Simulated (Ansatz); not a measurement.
Born–Oppenheimer molecular dynamics of a periodic cell of 36 atoms, Be (start crystal Be, start structure hcp, volume 1.05 times the crystal's). It goes on from the last frame of an earlier run, with new velocities.

Theory: DFT PBE-D3(BJ), scalar-relativistic, plane waves, PAW (Ansatz). Settings: accuracy low, cutoff 420 eV, k mesh 2x2x2, fermi-dirac smearing 0.24 eV, no spin polarisation.

- ensemble: NVT, Langevin thermostat
- time step: 1 fs
- steps asked: 110
- set temperature: 1680 K
- friction: 0.05 /fs
- seed: 38316

Frames 10 fs apart, positions in Å.

Velocities at 20.0 fs (Å/ps):

```
Be 27.43 4.43 5.15
Be -22.84 1.72 3.23
Be 5.67 -0.48 -22.46
Be 17.38 -14.65 0.55
Be -23.40 -10.86 -13.91
Be -24.26 -5.95 -3.28
Be 5.60 9.12 6.37
Be -7.61 -0.56 -4.92
Be -17.64 -8.19 -2.12
Be -9.41 0.53 -8.27
Be 9.27 -6.79 -9.74
Be 21.55 -8.91 2.58
Be -14.17 -17.63 20.62
Be -1.95 26.47 1.74
Be 20.92 -14.34 2.62
Be 4.20 18.54 2.90
Be 12.04 16.32 -10.98
Be -7.26 2.41 3.45
Be 26.36 -11.56 -4.20
Be 3.33 2.48 -15.83
Be -0.02 9.39 9.43
Be -7.29 4.50 -8.01
Be -11.46 8.59 5.23
Be 16.31 9.22 2.94
Be -0.32 10.88 20.48
Be 1.79 -10.86 17.06
Be 7.22 -13.75 16.92
Be -8.80 -5.43 -11.36
Be -1.71 -15.95 -2.55
Be -5.26 -16.76 -8.60
Be -0.70 17.84 -1.30
Be 25.28 18.31 4.97
Be 8.74 -11.78 -10.26
Be 10.14 13.37 10.73
Be -15.09 18.10 5.26
Be 7.37 -9.29 4.25
```

```xyz
36
Lattice="6.9826 0.0000 0.0000 -3.4913 6.0471 0.0000 0.0000 0.0000 7.2945" Properties=species:S:1:pos:R:3 time_fs=20.0 energy_less_start_eV=-2.124 T=1592
Be 0.227 -0.087 -0.087
Be 0.114 1.145 2.006
Be 0.474 0.218 3.719
Be -0.058 1.269 5.677
Be -0.716 1.988 -0.022
Be -0.775 3.435 3.020
Be -0.984 1.616 3.727
Be -0.896 3.466 5.279
Be -2.646 3.469 -0.150
Be -2.413 5.108 1.980
Be -2.493 4.396 3.812
Be -2.657 4.977 5.654
Be 3.212 0.238 0.370
Be 2.540 1.006 2.067
Be 2.758 0.105 4.005
Be 1.819 0.772 5.760
Be 1.474 1.548 0.471
Be 0.880 2.977 1.926
Be 1.131 2.126 4.056
Be 0.975 3.555 6.101
Be -0.790 4.185 -0.187
Be 0.076 5.109 2.078
Be 0.512 4.402 3.800
Be 0.103 5.310 5.622
Be 5.203 0.404 -0.527
Be 4.743 1.779 1.315
Be 4.634 0.095 3.144
Be 4.163 1.312 5.165
Be 3.168 1.994 -0.359
Be 3.239 3.127 1.605
Be 3.599 2.172 3.296
Be 2.650 3.054 5.116
Be 2.749 4.350 -0.428
Be 2.268 5.551 1.345
Be 2.389 4.657 3.114
Be 2.101 5.351 4.982
36
Lattice="6.9826 0.0000 0.0000 -3.4913 6.0471 0.0000 0.0000 0.0000 7.2945" Properties=species:S:1:pos:R:3 time_fs=30.0 energy_less_start_eV=-1.839 T=1710
Be 0.502 0.049 -0.074
Be -0.092 1.184 1.889
Be 0.537 0.185 3.653
Be 0.044 1.085 5.691
Be -0.840 2.168 -0.084
Be -0.931 3.402 2.918
Be -0.902 1.666 3.707
Be -1.090 3.527 5.290
Be -2.717 3.254 -0.150
Be -2.532 5.141 1.889
Be -2.454 4.201 3.729
Be -2.461 4.809 5.663
Be 3.110 0.112 0.522
Be 2.490 1.167 2.019
Be 2.878 0.082 3.930
Be 1.969 0.916 5.839
Be 1.456 1.590 0.438
Be 0.872 3.001 1.928
Be 1.381 2.042 3.962
Be 1.023 3.502 5.970
Be -0.699 4.334 -0.054
Be 0.123 5.165 1.984
Be 0.478 4.433 3.984
Be 0.280 5.347 5.755
Be 5.187 0.387 -0.319
Be 4.849 1.703 1.461
Be 4.729 0.073 3.291
Be 4.085 1.286 5.050
Be 3.146 1.910 -0.362
Be 3.109 3.091 1.475
Be 3.674 2.296 3.259
Be 3.013 3.161 5.173
Be 2.734 4.249 -0.514
Be 2.313 5.791 1.372
Be 2.312 4.649 3.041
Be 2.292 5.316 5.036
36
Lattice="6.9826 0.0000 0.0000 -3.4913 6.0471 0.0000 0.0000 0.0000 7.2945" Properties=species:S:1:pos:R:3 time_fs=40.0 energy_less_start_eV=-1.163 T=1275
Be 0.625 0.063 -0.013
Be -0.042 1.383 1.887
Be 0.732 0.139 3.764
Be 0.161 1.010 5.682
Be -0.881 2.366 -0.160
Be -0.930 3.572 2.725
Be -0.857 1.564 3.723
Be -1.326 3.553 5.234
Be -2.451 3.284 -0.212
Be -2.647 5.091 1.829
Be -2.590 4.088 3.711
Be -2.543 4.782 5.607
Be 3.038 0.088 0.487
Be 2.419 1.187 1.976
Be 2.760 0.147 3.850
Be 2.053 0.936 5.842
Be 1.289 1.741 0.527
Be 0.858 3.032 1.984
Be 1.466 1.967 3.944
Be 0.995 3.414 5.929
Be -0.696 4.301 0.031
Be 0.095 5.148 2.056
Be 0.470 4.300 4.128
Be 0.378 5.334 5.909
Be 5.235 0.417 -0.307
Be 4.806 1.609 1.564
Be 4.718 0.275 3.508
Be 4.181 1.175 4.982
Be 3.090 1.985 -0.252
Be 2.819 3.206 1.251
Be 3.735 2.223 3.274
Be 3.271 3.258 5.139
Be 2.641 4.321 -0.494
Be 2.400 5.873 1.297
Be 2.324 4.335 2.786
Be 2.376 5.340 5.064
36
Lattice="6.9826 0.0000 0.0000 -3.4913 6.0471 0.0000 0.0000 0.0000 7.2945" Properties=species:S:1:pos:R:3 time_fs=50.0 energy_less_start_eV=-3.269 T=1751
Be 0.572 0.052 0.057
Be 0.099 1.317 1.872
Be 0.750 0.008 3.883
Be 0.103 1.214 5.698
Be -0.772 2.307 0.124
Be -1.060 3.598 2.530
Be -0.889 1.643 3.679
Be -1.199 3.438 5.063
Be -2.272 3.379 -0.241
Be -2.634 4.994 1.777
Be -2.670 4.141 3.649
Be -2.583 4.922 5.622
Be 3.001 0.137 0.289
Be 2.483 1.257 2.075
Be 2.575 0.124 3.755
Be 2.029 0.811 5.755
Be 1.141 1.915 0.363
Be 0.813 3.094 1.933
Be 1.402 1.937 3.896
Be 0.953 3.190 6.019
Be -0.702 4.219 0.166
Be 0.110 5.103 2.110
Be 0.600 4.171 4.122
Be 0.482 5.288 5.925
Be 5.233 0.510 -0.312
Be 4.550 1.526 1.561
Be 4.585 0.226 3.507
Be 4.310 1.177 5.166
Be 3.201 2.032 -0.335
Be 2.652 3.151 1.210
Be 3.778 2.293 3.353
Be 3.376 3.284 5.215
Be 2.831 4.397 -0.402
Be 2.460 5.798 1.277
Be 2.382 4.236 2.713
Be 2.483 5.262 5.026
36
Lattice="6.9826 0.0000 0.0000 -3.4913 6.0471 0.0000 0.0000 0.0000 7.2945" Properties=species:S:1:pos:R:3 time_fs=60.0 energy_less_start_eV=-2.641 T=1838
Be 0.589 -0.081 0.046
Be 0.233 1.099 1.827
Be 0.574 -0.093 3.875
Be -0.038 1.355 5.614
Be -0.653 2.157 0.501
Be -1.138 3.504 2.268
Be -0.909 1.790 3.668
Be -1.118 3.303 5.016
Be -2.397 3.348 -0.146
Be -2.618 4.965 1.695
Be -2.720 4.090 3.536
Be -2.437 4.987 5.605
Be 2.992 0.254 0.232
Be 2.487 1.298 2.158
Be 2.592 0.011 3.872
Be 2.048 0.724 5.646
Be 1.283 1.964 0.077
Be 0.880 3.196 1.947
Be 1.424 1.974 3.862
Be 0.899 3.078 6.132
Be -0.600 4.219 0.388
Be 0.007 5.172 2.093
Be 0.799 4.016 4.054
Be 0.479 5.238 5.841
Be 5.158 0.534 -0.393
Be 4.343 1.479 1.512
Be 4.395 0.042 3.476
Be 4.551 1.398 5.312
Be 3.334 1.988 -0.403
Be 2.796 3.220 1.116
Be 3.835 2.270 3.542
Be 3.296 3.186 5.351
Be 2.985 4.465 -0.294
Be 2.402 5.577 1.329
Be 2.396 4.250 2.761
Be 2.575 5.128 4.991
36
Lattice="6.9826 0.0000 0.0000 -3.4913 6.0471 0.0000 0.0000 0.0000 7.2945" Properties=species:S:1:pos:R:3 time_fs=70.0 energy_less_start_eV=-1.747 T=1497
Be 0.624 -0.022 0.154
Be 0.385 0.990 1.903
Be 0.266 0.065 3.933
Be -0.196 1.371 5.409
Be -0.763 2.058 0.820
Be -1.121 3.283 2.116
Be -1.001 1.868 3.581
Be -1.134 3.302 4.976
Be -2.484 3.343 0.051
Be -2.528 4.989 1.740
Be -2.628 4.077 3.488
Be -2.235 4.943 5.424
Be 2.906 0.261 0.143
Be 2.410 1.197 2.135
Be 2.520 -0.093 4.037
Be 2.144 0.772 5.615
Be 1.470 1.858 0.021
Be 0.997 3.090 1.807
Be 1.377 2.067 3.836
Be 0.859 3.188 6.006
Be -0.537 4.207 0.474
Be -0.103 5.186 2.052
Be 0.855 4.034 3.920
Be 0.351 5.293 5.833
Be 5.220 0.539 -0.334
Be 4.242 1.433 1.366
Be 4.428 0.019 3.587
Be 4.790 1.446 5.418
Be 3.368 1.873 -0.389
Be 3.040 3.346 1.235
Be 3.881 2.204 3.658
Be 3.321 3.109 5.439
Be 2.989 4.514 -0.317
Be 2.405 5.493 1.312
Be 2.385 4.278 3.022
Be 2.538 5.076 4.903
```

Of the whole run (110 fs, mean temperature of the second half 1836 K): A run of 0.11 ps of so small a system gives no equilibrium averages. Limits of this set-up: coarse k mesh, low accuracy level.

Time of the run: 15 min on 1 CPU thread of a shared host.
